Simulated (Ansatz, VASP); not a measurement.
**One calculation of SrCl2, two programs**

```
Sr Cl
1.0
     0.00000    3.49975    3.49975
     3.49975    0.00000    3.49975
     3.49975    3.49975    0.00000
Sr Cl
1 2
Direct
  0.00000 0.00000 0.00000
  0.75000 0.75000 0.75000
  0.25000 0.25000 0.25000
```

The cell is a database's computed one.

Alike in both runs: task single point; functional PBEsol; k mesh 7 × 7 × 7; occupations fermi-dirac, width 0.03 eV; no spin polarisation.

|  | VASP | Ansatz |
| --- | --- | --- |
| version | VASP 6.6.1 | Ansatz 0.2.0 |
| potentials or method | VASP PAW PBE potentials, release 64 (Sr_sv, Cl), cutoff 520 eV | all-electron LAPW, scalar-relativistic |

```tsv
	VASP	Ansatz	Ansatz less VASP
gap on the k mesh at the Fermi level (eV)	5.13	5.14	+0.009
pressure (GPa)	-1.3	-1.4	-0.11
```

Ansatz ran all-electron here, so the differences hold the error of VASP's frozen core and of both bases.

Caveats: the PAW data sets were made with another functional, which shifts forces and pressure a little (VASP); an odd mesh through Γ misses points on the zone boundary, where band edges often lie. Expect the measured gap to be larger: semilocal functionals such as PBEsol lack the derivative discontinuity.
